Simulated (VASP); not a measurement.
# HgSe (F-43m) in VASP: settings compared

The runs below take HgSe through relaxation of cell and atoms, single point, with PBE+D2, PBE.

All numbers are computed with VASP 6.6.1; they aren't measurements. Logs are shortened: lines on timing, memory, paths and dates and some standing lists are left out, and cuts for length are marked.

## 1. Starting point

Symmetry: F-43m, No. 216, cubic system. Conventional cell: a = 6.078 Å, b = 6.078 Å, c = 6.078 Å, α = 90.00°, β = 90.00°, γ = 90.00°. Hg (site symmetry -43m) is surrounded by 4 Se at 2.63 Å. Around Se (site symmetry -43m) lie 4 Hg at 2.63 Å.

## 2. Relaxation of cell and atoms, PBE+D2 (volume scaled by 0.8)

Contents of run.py:

```python
from ase.calculators.vasp import Vasp
from ase.filters import UnitCellFilter
from ase.io import read
from ase.optimize import FIRE

atoms = read('HgSe.cif')
calc = Vasp(
    directory='calc',
    xc='pbe',
    pp='PBE',
    setups='recommended',
    prec='Accurate',
    encut=600,
    ediff=1e-06,
    ismear=0,
    sigma=0.1,
    lreal=False,
    lasph=True,
    nelm=80,
    algo='Fast',
    isif=2,
    lwave=False,
    lcharg=False,
    ivdw=1,
    kpts=[8, 8, 8],
    gamma=True,
)
atoms.calc = calc
opt = FIRE(UnitCellFilter(atoms), trajectory='relax.traj')
converged = opt.run(fmax=0.02, steps=40)
print('converged:', converged)

print('energy (eV):', atoms.get_potential_energy())
print('free energy (eV):', atoms.get_potential_energy(force_consistent=True))
print('forces (eV/A):')
print(atoms.get_forces())
print('stress (eV/A^3, Voigt):', atoms.get_stress())
print('Fermi level (eV):', calc.get_fermi_level())
print('cell (A, degrees):', atoms.cell.cellpar())
print('volume (A^3):', atoms.get_volume())
print('scaled positions:')
print(atoms.get_scaled_positions())
```

Contents of HgSe.cif:

```cif
data_HgSe
_cell_length_a 3.98971947
_cell_length_b 3.98971947
_cell_length_c 3.98971947
_cell_angle_alpha 60.00000000
_cell_angle_beta 60.00000000
_cell_angle_gamma 60.00000000
_space_group_name_H-M_alt 'P1'
_space_group_name_Hall 'P 1'
_space_group_IT_number 1
loop_
_space_group_symop_operation_xyz
'x,y,z'
loop_
_atom_site_label
_atom_site_type_symbol
_atom_site_symmetry_multiplicity
_atom_site_Wyckoff_symbol
_atom_site_fract_x
_atom_site_fract_y
_atom_site_fract_z
_atom_site_occupancy
Hg1 Hg 1 a 0.0000000000 0.0000000000 0.0000000000 1
Se1 Se 1 a 0.7500000000 0.7500000000 0.7500000000 1
```

Potentials or basis: VASP PAW PBE potentials, release 64 (Hg, Se).

Started as:

```
python run.py
```

Standard output:

```text
Step     Time          Energy          fmax
FIRE:    0 --:--:--       -4.226296        3.118054
FIRE:    1 --:--:--       -4.477235        2.267510
FIRE:    2 --:--:--       -4.746519        1.119373
FIRE:    3 --:--:--       -4.863761        0.138502
FIRE:    4 --:--:--       -4.819545        0.540948
FIRE:    5 --:--:--       -4.821707        0.529715
FIRE:    6 --:--:--       -4.825857        0.507232
FIRE:    7 --:--:--       -4.831634        0.473169
FIRE:    8 --:--:--       -4.838536        0.427847
FIRE:    9 --:--:--       -4.845923        0.370878
FIRE:   10 --:--:--       -4.853086        0.303001
FIRE:   11 --:--:--       -4.859281        0.224027
FIRE:   12 --:--:--       -4.864141        0.125404
FIRE:   13 --:--:--       -4.866205        0.005367
converged: True
energy (eV): -4.86603406
free energy (eV): -4.86620483
forces (eV/A):
[[-0. -0. -0.]
 [ 0.  0.  0.]]
stress (eV/A^3, Voigt): [0.00020452 0.00020452 0.00020452 0.         0.         0.        ]
Fermi level (eV): 1.70044656
cell (A, degrees): [ 4.31313667  4.31313667  4.31313667 60.         60.         60.        ]
volume (A^3): 56.736777093040715
scaled positions:
[[0.   0.   0.  ]
 [0.75 0.75 0.75]]
```

OUTCAR:

```text
ENCUT = 600.000000
   EDIFF = 1.00e-06
   GGA = PE
   PREC = Accurate
   ISIF = 2
   ISMEAR = 0
   NELM = 80
   IVDW = 1
   LASPH = .TRUE.
   LREAL = .FALSE.
  IVDW =   1

 ion  position               nearest neighbor table
   1  0.000  0.000  0.000-   2 2.64   2 2.64   2 2.64   2 2.64
   2  0.750  0.750  0.750-   1 2.64   1 2.64   1 2.64   1 2.64

  LATTYP: Found a face centered cubic cell.
 ALAT       =     6.0996963781

  Lattice vectors:

 A1 = (   4.3131366721,   0.0000000000,   0.0000000000)
 A2 = (   2.1565683361,   3.7352859281,   0.0000000000)
 A3 = (   2.1565683361,   1.2450953094,   3.5216613459)

Analysis of symmetry for initial positions (statically):
=====================================================================
 Subroutine PRICEL returns:
 Original cell was already a primitive cell.

 Routine SETGRP: Setting up the symmetry group for a
 face centered cubic supercell.

 Subroutine GETGRP returns: Found 24 space group operations
 (whereof 24 operations were pure point group operations)
 out of a pool of 48 trial point group operations.

The static configuration has the point symmetry T_d .

Analysis of symmetry for dynamics (positions and initial velocities):
=====================================================================
 Subroutine PRICEL returns:
 Original cell was already a primitive cell.

 Routine SETGRP: Setting up the symmetry group for a
 face centered cubic supercell.

 Subroutine GETGRP returns: Found 24 space group operations
 (whereof 24 operations were pure point group operations)
 out of a pool of 48 trial point group operations.

The dynamic configuration has the point symmetry T_d .

 Subroutine INISYM returns: Found 24 space group operations
[... 141 lines left out ...]
  ext. energy  EPLUGINS =         0.00000000
  ---------------------------------------------------
  free energy    TOTEN  =        -4.02666252 eV

  energy without entropy =       -4.02632098  energy(sigma->0) =       -4.02649175

 E-fermi :   1.7004     XC(G=0):  -9.0073

 val. band max:        1.6662589842   @ k =   0.0000   0.0000   0.0000
 cond. band min:       2.2791900729   @ k =   0.1250   0.0000  -0.0000
 fundamental gap:      0.6129310887
 Fermi energy:         1.7004465582

 k-point     1 :       0.0000    0.0000    0.0000
  band No.  band energies     occupation
      1     -11.7385      2.00000
      2      -5.4551      2.00000
      3      -5.4551      2.00000
      4      -5.4551      2.00000
      5      -4.7257      2.00000
      6      -4.7257      2.00000
      7       0.7177      2.00000
      8       1.6663      1.37125
      9       1.6663      1.37125
     10       1.6663      1.37125
     11       7.1678      0.00000
     12       7.1678      0.00000
     13       7.1678      0.00000
[... 354 lines left out ...]
  band No.  band energies     occupation
      1     -11.1931      2.00000
      2      -5.2361      2.00000
      3      -5.1806      2.00000
      4      -4.7759      2.00000
      5      -4.7063      2.00000
      6      -4.3401      2.00000
      7      -3.5522      2.00000
      8      -0.6643      2.00000
      9       0.1872      2.00000
     10       4.3133      0.00000
     11       6.9753      0.00000
     12       7.9809      0.00000
     13       9.4343      0.00000

 [... further k-points ...]

------------------------ aborting loop because EDIFF is reached ----------------------------------------

  DFT-D2 method for vdW energy calculation

  Number of pair interactions contributing to vdW energy:   27676

  Edisp (eV):   -0.83954

  FORCE on cell =-STRESS in cart. coord.  units (eV):
  Direction    XX          YY          ZZ          XY          YZ          ZX
  --------------------------------------------------------------------------------------
  -------------------------------------------------------------------------------------
  Total      -0.01160    -0.01160    -0.01160    -0.00000    -0.00000    -0.00000
  in kB      -0.32768    -0.32768    -0.32768    -0.00000    -0.00000    -0.00000
  external pressure =       -0.33 kB  Pullay stress =        0.00 kB

 VOLUME and BASIS-vectors are now :
 -----------------------------------------------------------------------------
  energy-cutoff  :      600.00
  volume of cell :       56.74
      direct lattice vectors                 reciprocal lattice vectors
     4.313136672  0.000000000  0.000000000     0.231849829 -0.133858561 -0.094652296
     2.156568336  3.735285928  0.000000000     0.000000000  0.267717122 -0.094652296
     2.156568336  1.245095309  3.521661346     0.000000000  0.000000000  0.283956889

 POSITION                                       TOTAL-FORCE (eV/Angst)
 -----------------------------------------------------------------------------------
      0.00000      0.00000      0.00000        -0.000000     -0.000000     -0.000000
      6.46971      3.73529      2.64125         0.000000      0.000000      0.000000
 -----------------------------------------------------------------------------------
    total drift:                               -0.000000     -0.000000     -0.000000

  FREE ENERGIE OF THE ION-ELECTRON SYSTEM (eV)
  ---------------------------------------------------
  free  energy   TOTEN  =        -4.8662048332 eV

  energy  without entropy=       -4.8658632936  energy(sigma->0) =       -4.86603406
```

INCAR:

```text
ENCUT = 600.000000
SIGMA = 0.100000
EDIFF = 1.00e-06
ALGO = Fast
GGA = PE
PREC = Accurate
ISIF = 2
ISMEAR = 0
NELM = 80
IVDW = 1
LASPH = .TRUE.
LCHARG = .FALSE.
LWAVE = .FALSE.
LREAL = .FALSE.
```

Run time: 9.1 min. Hardware: 1 thread of Intel Xeon Platinum 8375C at 2.90GHz (Ice Lake), shared host; peak memory 0.22 GiB.

What came out:

```
Free energy                            : -4.8662 eV
Relaxed volume                         : 28.37 Å³/atom
Relaxed cell                           : a = 4.313 Å, b = 4.313 Å, c = 4.313 Å, α = 60.00°, β = 60.00°, γ = 60.00°
Space group after relaxing (to 0.05 Å) : F-43m (No. 216)
Energy gained by relaxing              : 319.9 meV/atom
Ionic steps                            : 14
Pressure after relaxing                : 0.0 GPa
Band gap on the k mesh                 : none (metal or under the smearing width)
Dispersion energy per atom             : -0.420 eV
```

Step by step:
```
step  energy change (eV)  largest force (eV/Å)  pressure (GPa)  volume (Å³)
   1              0.0000                0.0000           22.25        44.91
   2             -0.2509                0.0000           15.69        47.04
   3             -0.5202                0.0000            7.35        50.88
   4             -0.6374                0.0000            0.86        55.79
   5             -0.5932                0.0000           -3.14        61.13
   6             -0.5954                0.0000           -3.08        61.02
   7             -0.5995                0.0000           -2.96        60.79
   8             -0.6053                0.0000           -2.77        60.47
   9             -0.6122                0.0000           -2.52        60.05
  10             -0.6196                0.0000           -2.19        59.54
  11             -0.6268                0.0000           -1.80        58.97
  12             -0.6330                0.0000           -1.34        58.33
  13             -0.6378                0.0000           -0.76        57.59
  14             -0.6399                0.0000           -0.03        56.74
```

Final structure:
```cif
data_structure
_symmetry_space_group_name_H-M 'P 1'
_symmetry_Int_Tables_number 1
_cell_length_a 4.3131
_cell_length_b 4.3131
_cell_length_c 4.3131
_cell_angle_alpha 60.000
_cell_angle_beta 60.000
_cell_angle_gamma 60.000
_cell_volume 56.74
loop_
_atom_site_label
_atom_site_type_symbol
_atom_site_fract_x
_atom_site_fract_y
_atom_site_fract_z
_atom_site_occupancy
Hg1 Hg 0.00000 0.00000 0.00000 1
Se1 Se 0.75000 0.75000 0.75000 1
```

Levels at points of the mesh, in eV from the Fermi level:
```
           k point  band 6  band 7  band 8  band 9  band 10  band 11  band 12  band 13
(0.00, 0.00, 0.00)   -6.43   -0.98   -0.03   -0.03    -0.03     5.47     5.47     5.47
(0.50, 0.00, 0.00)   -6.11   -5.49   -0.99   -0.99     1.08     6.22     6.22     6.96
(0.50, 0.50, 0.00)   -6.06   -5.09   -2.30   -2.30     2.74     2.98     8.43     9.77
```

Caveat: atom-pairwise D2, TS and ULG terms overbind metals; pairwise dispersion overbinds metals, which lowers pressure and volume. Zero-point motion and thermal expansion aren't in these numbers.

## 3. Single point, PBE

Contents of INCAR:

```
PREC = Accurate
ENCUT = 450
EDIFF = 1E-7
ISMEAR = 0
SIGMA = 0.02
LREAL = F
LASPH = T
NELM = 80
ALGO = Normal
ISIF = 2
LWAVE = F
LCHARG = T
GGA = PE
LELF = T
LVHAR = T
```

Contents of KPOINTS:

```
regular mesh
0
Gamma
  4 4 4
```

Contents of POSCAR:

```
HgSe
1.0
    0.0000000000      3.0390000000      3.0390000000
    3.0390000000      0.0000000000      3.0390000000
    3.0390000000      3.0390000000      0.0000000000
Hg Se
1 1
Direct
    0.0000000000      0.0000000000      0.0000000000
    0.7500000000      0.7500000000      0.7500000000
```

Potentials or basis: VASP PAW PBE potentials, release 64 (Hg_sv_GW, Se_GW).

Started as:

```
cat potpaw_PBE.64/Hg_sv_GW/POTCAR potpaw_PBE.64/Se_GW/POTCAR > POTCAR
mpirun -np 1 vasp_std > vasp.out
```

Run time: 13 s. Hardware: 1 thread of Intel Xeon Platinum 8488C (Sapphire Rapids), shared host; peak memory 0.17 GiB.

The run converged. Its results:

* Free energy: -3.9694 eV
* Pressure: 4.0 GPa
* Band gap on the k mesh: none (metal or under the smearing width)

Levels at points of the mesh, in eV from the Fermi level:
```tsv
k point	band 10	band 11	band 12	band 13	band 14	band 15	band 16	band 17
(0.00, 0.00, 0.00)	-6.46	-0.97	-0.01	-0.01	-0.01	5.47	5.47	5.47
(0.50, 0.00, 0.00)	-6.13	-5.54	-0.98	-0.98	1.09	6.24	6.24	6.99
(0.50, 0.50, 0.00)	-6.09	-5.12	-2.32	-2.32	2.77	2.97	8.45	9.85
```

Caveat: the k mesh is coarse (spacing up to 0.45 Å⁻¹), so the values aren't converged.

## 4. The reference run

An earlier run on the cell as given: functional PBEsol; potentials or basis VASP PAW PBE potentials, release 64 (Hg, Se); cutoff 520 eV; k mesh 8 × 8 × 8; occupations fermi-dirac, width 0.05 eV; no spin polarisation.

- Pressure: 1.8 GPa
- Band gap on the k mesh: none (metal or under the smearing width)

## 5. Overview

```tsv
task	level	potentials or basis	cell	k mesh	cutoff (eV)	smearing	optimiser	ladder	mesh quality	gap on the mesh (eV)	pressure (GPa)
relaxation of cell and atoms	PBE+D2	VASP PAW PBE potentials, release 64 (Hg, Se)	relaxed from: volume scaled by 0.8	8 × 8 × 8	600	gaussian 0.1 eV	FIRE	-	not flagged	none	0.0
single point	PBE	VASP PAW PBE potentials, release 64 (Hg_sv_GW, Se_GW)	as given	4 × 4 × 4	450	gaussian 0.02 eV	-	-	coarse	none	4.0
single point	PBEsol	VASP PAW PBE potentials, release 64 (Hg, Se)	as given	8 × 8 × 8	520	fermi-dirac 0.05 eV	-	free	not flagged	none	1.8
```

Alike in all rows: no spin polarisation.

Caveats: some runs use coarse meshes; atom-pairwise D2, TS and ULG terms overbind metals (some runs); pairwise dispersion overbinds metals, which lowers pressure and volume (some runs); the PAW data sets were made with another functional, which shifts forces and pressure a little (some runs).

Absolute energies hang on the potentials; compare differences alone.
